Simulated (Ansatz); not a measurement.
# CoO (R-3m) in Ansatz: further runs

The runs below take CoO through single point, equation of state, with LDA.

All numbers are computed with Ansatz 0.2.0; they aren't measurements. Logs are shortened: lines on timing, memory, paths and dates and some standing lists are left out, and cuts for length are marked.

**1. The crystal as given**

The structure is trigonal, space group R-3m (No. 166). The conventional cell has a = 3.011 Å, b = 3.011 Å, c = 7.320 Å, α = 90.00°, β = 90.00°, γ = 120.00°. Around Co (site symmetry -3m) lie 6 O at 2.12 Å. Around O (site symmetry -3m) lie 6 Co at 2.12 Å.

The cell is a database's computed one.

**2. Single point, LDA, collinear spin, ferromagnetic start, 9.00 Å³/atom (volume scaled by 0.94)**

Input file input.yaml:

```yaml
crystal:
  lattice:
    - [1.4747370529, 0.8514398345, 2.3901185036]
    - [-1.4747370529, 0.8514398345, 2.3901185036]
    - [0.0, -1.702879669, 2.3901185036]
  atoms:
    - { symbol: Co, position: [0.0, 0.0, 0.0], spin: 2.0 }
    - { symbol: O, position: [0.5, 0.5, 0.5] }
hamiltonian:
  xc: lda
  pseudopotentials: { kind: paw }
magnetization:
  spin_polarized: true
kpoints:
  mp_grid: { grid: [11, 11, 11] }
scf:
  occupations: { method: fermi_dirac, width: 0.05 }
output:
  forces: true
  stress: true
  eigenvalues: true
```

Potentials or basis: Ansatz PAW.

Run with:

```console
ansatz run input.yaml --threads 2 --pin off --max-ram 5632MiB --backend cpu --events-out ev --progress --plain --runs-dir out
```

The log of the run:

```text
Warning: RAYON_NUM_THREADS=2 ignored (pool sized by the plan → 2); use --threads N
Engine: ansatz 0.2.0, x86_64-unknown-linux-gnu
Pseudopotentials: kind: paw
Pseudopotential: Co, paw, valence charge 17, recommended cutoff 420 eV (normal), Co.paw.azcp
Pseudopotential: O, paw, valence charge 6, recommended cutoff 420 eV (normal), O.paw.azcp
Functional definition: SPW92
  exchange = slater_x
  correlation = pw_c
Crystal: 2 atoms, lattice volume = 18.007 Å³
Basis set: ecut = 420 eV, 337 PW (Γ)
Bands: 17, of which v1, the nominal top of the filled ones, is band 12 counted from 1 (11 counted from 0)
Symmetry: 12 space group operations
Space group: R-3m (ITA 166), of the structure as read, at distance tolerance 2.6e-5 Å
Magnetic group: BNS 166.97 (UNI 1327), of the structure as read, at distance tolerance 2.6e-5 Å
k-points: 146 of 1331
Non-local potential: Co, projectors of the file, l = 0: 3, l = 1: 2, l = 2: 3, l = 3: 1
Non-local potential: O, projectors of the file, l = 0: 2, l = 1: 2, l = 2: 1
PAW form: soft (Blöchl's): semilocal exchange-correlation on the pseudo side does not see the compensation charge
PAW frozen core: Co, regenerated for the run's functional, and the local potential with it (the file was generated under x = pbe(κ = 0.804, μ = 0.2195149727645171), c = pbe(β = 0.06672455060314922))
PAW frozen core: O, regenerated for the run's functional, and the local potential with it (the file was generated under x = pbe(κ = 0.804, μ = 0.2195149727645171), c = pbe(β = 0.06672455060314922))
PAW one-centre angular grid: Co, 590 points (default); XC on 64 Gauss nodes
PAW one-centre angular grid: O, 110 points (default); XC on 64 Gauss nodes
Initial density: superposition of atomic densities (chi_scale 0.1, normalization cell, long waves kept (reshape's long-wave potential 0.00 eV rms))
Starting moments: Σ|m| = 2 μB on 1 of 2 sites
Initial wavefunctions: pseudopotential atomic-orbital guess
Functional: x = slater, c = lda
SCF iter   1: F=—  HF=-5615.150186 eV  |F-HF|=—  |Δ(HF+E_count)|=         —  Δρ=1.20e-1 (↑8.66e-2 ↓1.20e-1)  dr2=5.65e0  dr2_m=7.68e-2  M=1.790 μB ∫|m|=1.790 μB  β_m=0.30  ethr=3.10e-3  ⟨swp⟩=5.6  Hψ=21667  notcnv=0
Mixer restart at iter 1: flushing history
preconditioner: auto → none  [metal: Δε(μ)=0.004 eV  Ē_g=13.490 eV  σ=0.050 eV  W_gap=0.02  n_scr=8 (ndim 8)  ℏωp=33.9 eV  f_vac=0.000  D(μ)=5.48/eV (n_scr^D=130)  sad-step TF]
SCF iter   2: F=—  HF=-5615.987728 eV  |F-HF|=—  |Δ(HF+E_count)|=   8.38e-1  Δρ=6.00e-2 (↑6.00e-2 ↓4.74e-2)  dr2=6.93e-1  dr2_m=2.77e-1  M=2.237 μB ∫|m|=2.237 μB  β_m=0.35  ethr=3.10e-3  ⟨swp⟩=3.4  Hψ=11674  notcnv=0  defer=87
SCF iter   3: F=—  HF=-5616.336276 eV  |F-HF|=—  |Δ(HF+E_count)|=   3.49e-1  Δρ=4.98e-2 (↑3.83e-2 ↓4.98e-2)  dr2=6.24e-2  dr2_m=2.74e-1  M=2.423 μB ∫|m|=2.425 μB  β_m=0.68  ethr=3.01e-3  ⟨swp⟩=2.0  Hψ=8612  notcnv=0  defer=89
SCF iter   4: F=—  HF=-5616.383980 eV  |F-HF|=—  |Δ(HF+E_count)|=         —  Δρ=1.26e-2 (↑5.10e-3 ↓1.26e-2)  dr2=2.67e-2  dr2_m=3.93e-3  M=2.340 μB ∫|m|=2.345 μB  β_m=0.68  ethr=2.71e-4  ⟨swp⟩=2.4  Hψ=9961  notcnv=0  defer=93
Mixer restart at iter 4: flushing history
SCF iter   5: F=—  HF=-5616.398630 eV  |F-HF|=—  |Δ(HF+E_count)|=   1.47e-2  Δρ=1.60e-2 (↑1.60e-2 ↓1.39e-2)  dr2=2.27e-2  dr2_m=2.98e-2  M=2.461 μB ∫|m|=2.468 μB  β_m=0.61  ethr=1.16e-4  ⟨swp⟩=2.2  Hψ=9653  notcnv=0  defer=93
SCF iter   6: F=—  HF=-5616.406877 eV  |F-HF|=—  |Δ(HF+E_count)|=   8.25e-3  Δρ=8.03e-3 (↑8.03e-3 ↓5.85e-3)  dr2=2.45e-3  dr2_m=7.45e-3  M=2.440 μB ∫|m|=2.446 μB  β_m=0.80  ethr=9.86e-5  ⟨swp⟩=2.1  Hψ=8744  notcnv=0  defer=93
SCF iter   7: F=—  HF=-5616.414255 eV  |F-HF|=—  |Δ(HF+E_count)|=   7.38e-3  Δρ=1.31e-2 (↑5.17e-3 ↓1.31e-2)  dr2=1.77e-2  dr2_m=1.01e-2  M=2.501 μB ∫|m|=2.509 μB  β_m=0.41  ethr=1.06e-5  ⟨swp⟩=2.0  Hψ=9835  notcnv=0  defer=93  recentre
SCF iter   8: F=—  HF=-5616.410922 eV  |F-HF|=—  |Δ(HF+E_count)|=   3.33e-3  Δρ=3.47e-3 (↑3.47e-3 ↓2.76e-3)  dr2=1.31e-4  dr2_m=1.58e-3  M=2.456 μB ∫|m|=2.463 μB  β_m=0.59  ethr=1.06e-5  ⟨swp⟩=2.0  Hψ=9923  notcnv=0  defer=93
SCF iter   9: F=—  HF=-5616.411135 eV  |F-HF|=—  |Δ(HF+E_count)|=   2.14e-4  Δρ=1.32e-3 (↑9.76e-4 ↓1.32e-3)  dr2=1.38e-4  dr2_m=1.82e-4  M=2.484 μB ∫|m|=2.492 μB  β_m=0.67  ethr=5.68e-7  ⟨swp⟩=2.0  Hψ=10341  notcnv=0  defer=93
SCF iter  10: F=—  HF=-5616.411409 eV  |F-HF|=—  |Δ(HF+E_count)|=   2.74e-4  Δρ=2.49e-4 (↑1.70e-4 ↓2.49e-4)  dr2=1.15e-5  dr2_m=3.95e-6  M=2.479 μB ∫|m|=2.487 μB  β_m=0.84  ethr=5.68e-7  ⟨swp⟩=2.0  Hψ=6954  notcnv=0  defer=93
SCF iter  11: F=—  HF=-5616.411426 eV  |F-HF|=—  |Δ(HF+E_count)|=   1.73e-5  Δρ=2.12e-5 (↑2.12e-5 ↓1.44e-5)  dr2=1.97e-8  dr2_m=4.84e-8  M=2.478 μB ∫|m|=2.486 μB  β_m=0.84  ethr=4.99e-8  ⟨swp⟩=2.0  Hψ=6999  notcnv=0  defer=93
SCF iter  12: F=—  HF=-5616.411427 eV  |F-HF|=—  |Δ(HF+E_count)|=   1.64e-7  Δρ=9.01e-6 (↑1.52e-6 ↓9.01e-6)  dr2=9.84e-9  dr2_m=3.61e-9  M=2.478 μB ∫|m|=2.486 μB  β_m=0.92  ethr=8.56e-11  ⟨swp⟩=2.0  Hψ=8479  notcnv=0  defer=93
SCF iter  13: F=-5616.411427 eV  HF=-5616.411427 eV  |F-HF|=3.01e-10  |Δ(HF+E_count)|=   1.97e-9  Δρ=1.12e-6 (↑9.38e-7 ↓1.12e-6)  dr2=3.80e-10  dr2_m=8.69e-12  M=2.478 μB ∫|m|=2.486 μB  ethr=4.28e-11  ⟨swp⟩=3.1  Hψ=16152  notcnv=0
SCF 1 converged in 13 iterations: F = -5616.411427 eV  dr2 = 3.80e-10
SCF converged after 13 iterations
Magnetization: 2.4782 μB (12.7391 up, 10.2609 down)
Absolute magnetization: 2.4862 μB (∫|ρ↑−ρ↓|, with the PAW one-centre terms)
Spin contamination: 0.0099 ħ² per cell (⟨S²⟩ above its minimum at these occupations)
Per-site moments (μB) at R_I (Å): [(2.11312439812226, 0.8581552468222237), (0.24895719674809175, 0.8581552468222237)]
Free energy (F): -5616.411427 eV
Harris-Foulkes:  -5616.411427 eV  (|F-HF|=3.01e-10)
Internal energy: -5616.376763 eV  (E = F + TS)
E sigma→0 (E₀):  -5616.394095 eV
Entropy (-TS):   -0.034663 eV (-17.332 meV/atom)
Fermi energy:    14.998740 eV
--- Per-component energies (eV) ---
  E_band       = -279.877219
  E_kinetic    = 619.438018
  E_local      = -3332.057952  (includes V_loc(G=0)·N_el)
  E_nonlocal   = 520.499650
  E_hartree    = 1367.680440
  E_xc         = -226.607375
  E_vxc        = -293.261115  (∫ρ·V_xc dr)
  E_paw        = -1602.673061  (= ΣΔE_a)
  E_vpaw       = -529.858579  (= ΣTr[D̂ρ^β])
  E_aug_tail   = 0.002537  (compensation charges beyond the density's cutoff)
  E_ewald      = -2963.174192
  E_core_change = 0.515172  (= ΣΔE_core)
  E_smearing   = -0.034663  (= −TS)
  E_closure    = 0.000000  (closes the sum)
  Σ components = -5616.411427   (vs F -5616.411427, Δ=0.00e0)
--- Forces (eV/Å), atoms counted from 1 ---
  atom   1  Co    -0.00000000     0.00000000    -0.00000000
  atom   2  O      0.00000000     0.00000000     0.00000000
  max |Σ_I F_I| component: 1.58e-30 eV/Å
--- Stress (GPa, compression-positive) ---
      -10.607355       0.000000      -0.000000
        0.000000     -10.607355      -0.000000
       -0.000000      -0.000000     -11.077597
  P = ⅓ Tr σ = -10.7641 GPa (-107.641 kbar)
--- Band table (eV; the first three rows and the last of 292) ---
  k-point 0 ↑: bands = ["-80.7756", "-44.4429", "-44.4429", "-44.4370", "-5.8680", "11.2676", "11.2676", "11.3191", "11.9475", "11.9475", "11.9868", "12.0275", "12.0275", "16.2199", "31.6966", "33.3167", "33.3167"]
  k-point 1 ↑: bands = ["-80.7751", "-44.4469", "-44.4434", "-44.4378", "-5.7680", "10.4756", "10.6372", "10.6787", "12.0284", "12.0503", "12.2336", "12.6858", "12.7002", "16.7719", "30.2103", "33.0449", "33.2192"]
  k-point 2 ↑: bands = ["-80.7740", "-44.4584", "-44.4448", "-44.4396", "-5.4879", "9.1186", "9.8456", "9.8891", "12.2081", "12.2316", "12.5086", "13.5956", "13.6035", "17.9469", "28.0732", "31.9701", "32.1091"]
  k-point 145 ↓: bands = ["-78.2609", "-42.0653", "-42.0174", "-42.0147", "-3.9041", "6.6312", "9.3512", "9.4577", "14.7784", "14.8270", "15.1284", "17.0432", "17.3524", "20.8220", "25.3286", "28.2778", "29.1723"]
```

Wall time 4.4 s (2 threads of Intel Xeon Platinum 8488C (Sapphire Rapids), shared host); peak memory 0.39 GiB.

What came out:

- Free energy: -5616.4114 eV
- Pressure: -10.8 GPa
- Band gap on the k mesh: none (metal or under the smearing width)
- Net moment: 2.48 μB per cell
- Absolute moment: 2.49 μB per cell
- Site moments: Co +2.11; O +0.25 μB

Caveat: the pressure holds a Pulay correction of +1.0 GPa for the finite cutoff; a cell with one magnetic atom can't hold antiferromagnetic order, which such compounds often take; semilocal functionals often make such compounds metallic where correlation or magnetic order opens a gap, which also shifts bond lengths; the PAW data sets come from PBE, with cores solved anew for the run's functional, which leaves a small shift of forces and pressure.

**3. Single point, LDA, collinear spin, ferromagnetic start, 9.20 Å³/atom (volume scaled by 0.96)**

Edit input.yaml of step 2 so:

```diff
@@ -2,5 +2,5 @@
   lattice:
-    - [1.4747370529, 0.8514398345, 2.3901185036]
-    - [-1.4747370529, 0.8514398345, 2.3901185036]
-    - [0.0, -1.702879669, 2.3901185036]
+    - [1.4851228673, 0.8574360872, 2.4069508786]
+    - [-1.4851228673, 0.8574360872, 2.4069508786]
+    - [0.0, -1.7148721745, 2.4069508786]
   atoms:
```

Potentials or basis: Ansatz PAW.

Run with:

```console
ansatz run input.yaml --threads 2 --pin off --max-ram 5632MiB --backend cpu --events-out ev --progress --plain --runs-dir out
```

Wall time 5.6 s (2 threads of Intel Xeon Platinum 8488C (Sapphire Rapids), shared host); peak memory 0.39 GiB.

Results (log left out):

```yaml
Free_energy: -5616.3839 eV
Pressure: -12.4 GPa
Band_gap_on_the_k_mesh: none (metal or under the smearing width)
Net_moment: 2.70 μB per cell
Absolute_moment: 2.71 μB per cell
Site_moments: Co +2.28; O +0.30 μB
```

Caveat: the pressure holds a Pulay correction of +1.0 GPa for the finite cutoff; a cell with one magnetic atom can't hold antiferromagnetic order, which such compounds often take; semilocal functionals often make such compounds metallic where correlation or magnetic order opens a gap, which also shifts bond lengths; the PAW data sets come from PBE, with cores solved anew for the run's functional, which leaves a small shift of forces and pressure.

**4. Single point, LDA, collinear spin, ferromagnetic start, 9.39 Å³/atom (volume scaled by 0.98)**

Edit input.yaml of step 3 so:

```diff
@@ -2,5 +2,5 @@
   lattice:
-    - [1.4851228673, 0.8574360872, 2.4069508786]
-    - [-1.4851228673, 0.8574360872, 2.4069508786]
-    - [0.0, -1.7148721745, 2.4069508786]
+    - [1.4953654176, 0.8633496264, 2.4235510644]
+    - [-1.4953654176, 0.8633496264, 2.4235510644]
+    - [0.0, -1.7266992528, 2.4235510644]
   atoms:
```

Run with:

```console
ansatz run input.yaml --threads 2 --pin off --max-ram 5632MiB --backend cpu --events-out ev --progress --plain --runs-dir out
```

Run time: 5 s. Hardware: 2 threads of Intel Xeon Platinum 8488C (Sapphire Rapids), shared host; peak memory 0.39 GiB.

Results (log left out):

| Item | Value |
| --- | --- |
| Free energy | -5616.3511 eV |
| Pressure | -15.1 GPa |
| Band gap on the k mesh | none (metal or under the smearing width) |
| Net moment | 2.80 μB per cell |
| Absolute moment | 2.81 μB per cell |
| Site moments | Co +2.36; O +0.32 μB |

Caveat: the pressure holds a Pulay correction of +1.0 GPa for the finite cutoff; a cell with one magnetic atom can't hold antiferromagnetic order, which such compounds often take; semilocal functionals often make such compounds metallic where correlation or magnetic order opens a gap, which also shifts bond lengths; the PAW data sets come from PBE, with cores solved anew for the run's functional, which leaves a small shift of forces and pressure.

**5. Single point, LDA, collinear spin, ferromagnetic start, 9.58 Å³/atom**

Edit input.yaml of step 4 so:

```diff
@@ -2,5 +2,5 @@
   lattice:
-    - [1.4953654176, 0.8633496264, 2.4235510644]
-    - [-1.4953654176, 0.8633496264, 2.4235510644]
-    - [0.0, -1.7266992528, 2.4235510644]
+    - [1.5054695445, 0.8691832468, 2.4399269062]
+    - [-1.5054695445, 0.8691832468, 2.4399269062]
+    - [0.0, -1.7383664936, 2.4399269062]
   atoms:
```

Run with:

```console
ansatz run input.yaml --threads 2 --pin off --max-ram 5632MiB --backend cpu --events-out ev --progress --plain --runs-dir out
```

Wall time 4.9 s (2 threads of Intel Xeon Platinum 8488C (Sapphire Rapids), shared host); peak memory 0.39 GiB.

The run converged. Its results:

* Free energy: -5616.3118 eV
* Pressure: -17.8 GPa
* Band gap on the k mesh: none (metal or under the smearing width)
* Net moment: 2.85 μB per cell
* Absolute moment: 2.86 μB per cell
* Site moments: Co +2.40; O +0.33 μB

Caveat: the pressure holds a Pulay correction of +1.0 GPa for the finite cutoff; a cell with one magnetic atom can't hold antiferromagnetic order, which such compounds often take; semilocal functionals often make such compounds metallic where correlation or magnetic order opens a gap, which also shifts bond lengths; the PAW data sets come from PBE, with cores solved anew for the run's functional, which leaves a small shift of forces and pressure.

**6. Single point, LDA, collinear spin, ferromagnetic start, 9.77 Å³/atom (volume scaled by 1.02)**

Edit input.yaml of step 5 so:

```diff
@@ -2,5 +2,5 @@
   lattice:
-    - [1.5054695445, 0.8691832468, 2.4399269062]
-    - [-1.5054695445, 0.8691832468, 2.4399269062]
-    - [0.0, -1.7383664936, 2.4399269062]
+    - [1.515439832, 0.874939595, 2.4560858334]
+    - [-1.515439832, 0.874939595, 2.4560858334]
+    - [0.0, -1.74987919, 2.4560858334]
   atoms:
@@ -21 +21,5 @@
   eigenvalues: true
+  write_density: true
+  write_potential: true
+  elf: true
+  volumetric_format: npy
```

Potentials or basis: Ansatz PAW.

Run with:

```console
ansatz run input.yaml --threads 2 --pin off --max-ram 5632MiB --backend cpu --events-out ev --progress --plain --runs-dir out
```

Run time: 5.4 s. Hardware: 2 threads of Intel Xeon Platinum 8488C (Sapphire Rapids), shared host; peak memory 0.4 GiB.

Results (log left out):

```
Free energy            : -5616.2662 eV
Pressure               : -20.3 GPa
Band gap on the k mesh : none (metal or under the smearing width)
Net moment             : 2.91 μB per cell
Absolute moment        : 2.92 μB per cell
Site moments           : Co +2.44; O +0.35 μB
```

Caveat: the pressure holds a Pulay correction of +1.0 GPa for the finite cutoff; a cell with one magnetic atom can't hold antiferromagnetic order, which such compounds often take; semilocal functionals often make such compounds metallic where correlation or magnetic order opens a gap, which also shifts bond lengths; the PAW data sets come from PBE, with cores solved anew for the run's functional, which leaves a small shift of forces and pressure.

**7. Single point, LDA, collinear spin, ferromagnetic start, 9.96 Å³/atom (volume scaled by 1.04)**

Edit input.yaml of step 6 so:

```diff
@@ -2,5 +2,5 @@
   lattice:
-    - [1.515439832, 0.874939595, 2.4560858334]
-    - [-1.515439832, 0.874939595, 2.4560858334]
-    - [0.0, -1.74987919, 2.4560858334]
+    - [1.5252806262, 0.8806211801, 2.4720348897]
+    - [-1.5252806262, 0.8806211801, 2.4720348897]
+    - [0.0, -1.7612423603, 2.4720348897]
   atoms:
```

Run with:

```console
ansatz run input.yaml --threads 2 --pin off --max-ram 5632MiB --backend cpu --events-out ev --progress --plain --runs-dir out
```

Run time: 5.2 s. Hardware: 2 threads of Intel Xeon Platinum 8488C (Sapphire Rapids), shared host; peak memory 0.41 GiB.

It converged, with:

| Quantity | Value |
| --- | --- |
| Free energy | -5616.2149 eV |
| Pressure | -22.5 GPa |
| Band gap on the k mesh | none (metal or under the smearing width) |
| Net moment | 2.95 μB per cell |
| Absolute moment | 2.96 μB per cell |
| Site moments | Co +2.48; O +0.36 μB |

Caveat: the pressure holds a Pulay correction of +1.0 GPa for the finite cutoff; a cell with one magnetic atom can't hold antiferromagnetic order, which such compounds often take; semilocal functionals often make such compounds metallic where correlation or magnetic order opens a gap, which also shifts bond lengths; the PAW data sets come from PBE, with cores solved anew for the run's functional, which leaves a small shift of forces and pressure.

**8. Single point, LDA, collinear spin, ferromagnetic start, 10.15 Å³/atom (volume scaled by 1.06)**

Input file input.yaml:

```yaml
crystal:
  lattice:
    - [1.5349960513, 0.8862303835, 2.4877807593]
    - [-1.5349960513, 0.8862303835, 2.4877807593]
    - [0.0, -1.7724607669, 2.4877807593]
  atoms:
    - { symbol: Co, position: [0.0, 0.0, 0.0], spin: 2.0 }
    - { symbol: O, position: [0.5, 0.5, 0.5] }
hamiltonian:
  xc: lda
  pseudopotentials: { kind: paw }
magnetization:
  spin_polarized: true
kpoints:
  mp_grid: { grid: [11, 11, 11] }
scf:
  occupations: { method: fermi_dirac, width: 0.05 }
output:
  forces: true
  stress: true
  eigenvalues: true
```

Run with:

```console
ansatz run input.yaml --threads 2 --pin off --max-ram 5632MiB --backend cpu --events-out ev --progress --plain --runs-dir out
```

Wall time 4.9 s (2 threads of Intel Xeon Platinum 8488C (Sapphire Rapids), shared host); peak memory 0.39 GiB.

The run converged. Its results:

* Free energy: -5616.1585 eV
* Pressure: -24.7 GPa
* Band gap on the k mesh: none (metal or under the smearing width)
* Net moment: 2.98 μB per cell
* Absolute moment: 2.99 μB per cell
* Site moments: Co +2.50; O +0.36 μB

Caveat: the pressure holds a Pulay correction of +0.9 GPa for the finite cutoff; a cell with one magnetic atom can't hold antiferromagnetic order, which such compounds often take; semilocal functionals often make such compounds metallic where correlation or magnetic order opens a gap, which also shifts bond lengths; the PAW data sets come from PBE, with cores solved anew for the run's functional, which leaves a small shift of forces and pressure.

**9. Equation of state, LDA, collinear spin, ferromagnetic start**

Potentials or basis: Ansatz PAW.

No new run: the results of the series are fitted here.

Results:

```
Equilibrium volume                        : 8.24 Å³/atom (rough: see the caveat)
Bulk modulus at fixed shape and positions : 100 GPa (rough)
```

Energy against volume, from the lowest point:
```tsv
volume (Å³/atom)	energy (meV/atom)
9.003	0.00
9.195	13.78
9.387	30.15
9.578	49.83
9.770	72.61
9.961	98.26
10.153	126.45
```

Caveat: the fit is doubtful: noisy points or a state that changes with volume; the minimum lies outside the volumes run; the cell was scaled at fixed shape and fractional positions, which overstates the stiffness of a crystal with free parameters, most of all of layers and chains.
